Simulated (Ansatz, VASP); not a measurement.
BeS: VASP beside Ansatz

```
Be S
1.0
     0.00000    2.31730    2.31730
     2.31730    0.00000    2.31730
     2.31730    2.31730    0.00000
Be S
1 1
Direct
  0.00000 0.00000 0.00000
  0.50000 0.50000 0.50000
```

Alike in both runs: task single point; functional r2SCAN; dispersion D3(BJ); k mesh 6 × 6 × 6; no spin polarisation.

```csv
,VASP,Ansatz
version,VASP 6.6.1,Ansatz 0.2.0
potentials or method,"VASP PAW PBE potentials, release 64 (Be, S)",plane waves
plane-wave cutoff (eV),520,500
occupations,"gaussian, width 0.01 eV",fixed
valence electrons in the cell,8,8
```

```csv
,VASP,Ansatz,Ansatz less VASP
gap on the k mesh at the Fermi level (eV),1.35,1.35,+0.003
pressure (GPa),-2.1,-2.0,+0.12
dispersion energy (meV/atom),-161.3,-161.4,-0.07
```

Ansatz warned: «dispersion_damping_borrowed».

Caveats: the PAW data sets were made with another functional, which shifts forces and pressure a little (VASP). r2SCAN opens gaps a little over a GGA but as a rule still falls short of measured ones. A k mesh can miss the band edges.
